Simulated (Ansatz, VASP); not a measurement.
# Two plane-wave programs on HfC

Contents of INCAR:

```
SYSTEM = HfC
PREC = Accurate ; ENCUT = 520
EDIFF = 1E-7 ; ISMEAR = -1
SIGMA = 0.05 ; LREAL = .False.
LASPH = .True. ; NELM = 100
ALGO = Normal ; ISIF = 2
LWAVE = .False. ; LCHARG = .False.
GGA = PE ; NBANDS = 14
```

KPOINTS

```
Automatic mesh
0
Gamma
  10 10 10
  0 0 0
```

File POSCAR:

```
HfC
1.0
    0.0000000000      2.3705998121      2.3705998121
    2.3705998121      0.0000000000      2.3705998121
    2.3705998121      2.3705998121      0.0000000000
Hf C
1 1
Direct
    0.5000000000      0.5000000000      0.5000000000
    0.0000000000      0.0000000000      0.0000000000
```

Contents of input.yaml:

```yaml
crystal:
  lattice:
    - [0.0, 2.3705998121, 2.3705998121]
    - [2.3705998121, 0.0, 2.3705998121]
    - [2.3705998121, 2.3705998121, 0.0]
  atoms:
    - { symbol: Hf, position: [0.5, 0.5, 0.5] }
    - { symbol: C, position: [0.0, 0.0, 0.0] }
hamiltonian:
  xc: pbe
  pseudopotentials: { kind: paw }
kpoints:
  mp_grid: { grid: [10, 10, 10] }
scf:
  occupations: { method: fermi_dirac, width: 0.05 }
output:
  forces: true
  stress: true
  eigenvalues: true
```

Change from the starting cell: volume scaled by 1.06.

Alike in both runs: task single point; functional PBE; k mesh 10 × 10 × 10; occupations fermi-dirac, width 0.05 eV; no spin polarisation.

|  | VASP | Ansatz |
| --- | --- | --- |
| version | VASP 6.6.1 | Ansatz 0.2.0 |
| potentials or method | VASP PAW PBE potentials, release 64 (Hf_pv, C) | Ansatz PAW |
| plane-wave cutoff (eV) | 520 | 420 |
| valence electrons in the cell | 14 | 30 |

```tsv
	VASP	Ansatz	Ansatz less VASP
gap on the k mesh at the Fermi level (eV)	none	none	-
pressure (GPa)	-12.7	-11.9	+0.78
```

A gap of «none» marks a metal or a gap that the smearing closes. The two sets of potentials don't hold the same shells in valence.

Spin-orbit coupling is left out, which matters for the levels of Hf.
